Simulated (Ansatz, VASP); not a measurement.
# GaN: VASP beside Ansatz

INCAR

```
ALGO     = Normal         # electronic algorithm
EDIFF    = 1E-6           # SCF threshold, eV
ENCUT    = 520            # plane-wave cutoff, eV
GGA      = PE             # functional
ISIF     = 2              # what is computed and relaxed
ISMEAR   = -1             # smearing method
LASPH    = True           # aspherical terms in the spheres
LCHARG   = True           # write CHGCAR
LELF     = True           # ELF
LREAL    = False          # projectors in reciprocal space
LVHAR    = True         
LWAVE    = False          # write WAVECAR
NBANDS   = 16             # bands
NELM     = 100            # most SCF steps
PREC     = Accurate       # precision mode
SIGMA    = 0.02           # smearing width, eV
```

KPOINTS

```
k-points
0
Gamma
  13 13 13
```

POSCAR

```
GaN
1.0
    0.0000000000      2.0187201121      2.0187201121
    2.0187201121      0.0000000000      2.0187201121
    2.0187201121      2.0187201121      0.0000000000
Ga N
1 1
Direct
    0.5000000000      0.5000000000      0.5000000000
    0.0000000000      0.0000000000      0.0000000000
```

Input for Ansatz:

```yaml
crystal:
  lattice:
    - [0.0, 2.0187201121, 2.0187201121]
    - [2.0187201121, 0.0, 2.0187201121]
    - [2.0187201121, 2.0187201121, 0.0]
  atoms:
    - { symbol: Ga, position: [0.5, 0.5, 0.5] }
    - { symbol: "N", position: [0.0, 0.0, 0.0] }
kpoints:
  mp_grid: { grid: [13, 13, 13] }
  band_path:
    path:
      - [0.0, 0.0, 0.0]
      - [0.5, 0.0, 0.5]
      - [0.625, 0.25, 0.625]
      - [0.375, 0.375, 0.75]
      - [0.0, 0.0, 0.0]
      - [0.5, 0.5, 0.5]
      - [0.5, 0.25, 0.75]
      - [0.5, 0.0, 0.5]
    npoints: 5
scf:
  occupations: { method: fermi_dirac, width: 0.02 }
hamiltonian:
  xc: pbe
  pseudopotentials: { kind: all_electron, lapw: { basis_error: 0.001 } }
output:
  forces: true
  stress: true
  eigenvalues: true
```

Change from the starting cell: volume scaled by 1.04.

Alike in both runs: task single point; functional PBE; k mesh 13 × 13 × 13; occupations fermi-dirac, width 0.02 eV; no spin polarisation.

|  | VASP | Ansatz |
| --- | --- | --- |
| version | VASP 6.6.1 | Ansatz 0.2.0 |
| potentials or method | VASP PAW PBE potentials, release 64 (Ga_d, N) | all-electron LAPW, scalar-relativistic |
| plane-wave cutoff (eV) | 520 | see its input |

|  | VASP | Ansatz | Ansatz less VASP |
| --- | --- | --- | --- |
| gap on the k mesh at the Fermi level (eV) | 1.63 | 1.65 | +0.017 |
| pressure (GPa) | 52.4 | 51.2 | -1.14 |

Ansatz ran all-electron here, so the differences hold the error of VASP's frozen core and of both bases.

Caveats: so large a pressure means that the cell lies far from this level's equilibrium, or that cutoff or potentials fall short (VASP); an odd mesh through Γ misses points on the zone boundary, where band edges often lie.
